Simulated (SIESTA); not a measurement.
**MnO2 under changes of volume**

One of the cells (12.025 Å³/atom); the others are scaled copies at fixed shape and fractional positions:

```
CELL_PARAMETERS angstrom
2.85496 0.00000 0.00000
-1.42748 2.47246 0.00000
0.00000 0.00000 10.22174
ATOMIC_POSITIONS crystal
Mn 0.00000 0.00000 0.50000
Mn 0.00000 0.00000 0.00000
O 0.66667 0.33333 0.40686
O 0.66667 0.33333 0.09314
O 0.33333 0.66667 0.59314
O 0.33333 0.66667 0.90686
```

Measurements of this composition are mostly on another form, of space group No. 136.

- Program: SIESTA 5.4.2
- Functional: PBEsol
- Potentials or basis: PseudoDojo 0.4 standard (PBEsol files)
- Basis: DZP (energy shift 0.003 Ry; two zetas on semicore shells)
- Grid cutoff: 800 Ry
- Energy shift: 0.003 Ry
- k mesh: 8 × 8 × 2
- Occupations: fermi-dirac, width 0.05 eV
- Spin: collinear spin, ferromagnetic start
- Starting moments: [4.0, 4.0, 0.0, 0.0, 0.0, 0.0] μB

```csv
volume (Å³/atom),energy over the lowest point (meV/atom),pressure (GPa),gap on the mesh (eV),largest force (eV/Å)
11.304,29.51,13.4,0.52,1.229
11.544,13.06,8.6,0.60,0.854
11.785,3.42,4.3,0.68,0.508
12.025,0.00,0.3,0.75,0.183
12.266,2.27,-3.2,0.82,0.119
12.507,9.52,-6.3,0.89,0.393
12.747,?,?,?,?
```

Question: What does the run at 12.747 Å³/atom give?

Answer: Energy over the lowest point 21.16 meV/atom; pressure -9.1 GPa; gap on the mesh 0.96 eV; largest force 0.640 eV/Å.

Worked out: A Birch-Murnaghan fit of order 3 (a polynomial in V^(-2/3)) to the other rows has its minimum at 12.05 Å³/atom with B0 = V·E''(V) = 185 GPa and B' = 4.2 at fixed shape and positions, which overstates the stiffness. It gives 21.34 meV/atom at 12.747 Å³/atom, against the run's 21.16, and -dE/dV = -9.3 GPa, against -9.1. A straight line through the other rows of the gap, of slope 3.65 eV per unit of ln V, extrapolates to 0.96 eV, against the run's 0.96.

Energies are extrapolated to zero smearing.

Caveats: short orbitals over semicore shells can move pressures by several GPa; the basis of atomic orbitals isn't converged, which shifts pressures, moduli and gaps; only a ferromagnetic start was run, and an antiferromagnetic order may lie lower in energy; forces of over 1 eV/Å show positions far from the minimum, so gaps and moduli don't describe the material at rest (some runs).

A mesh can miss the band edges.
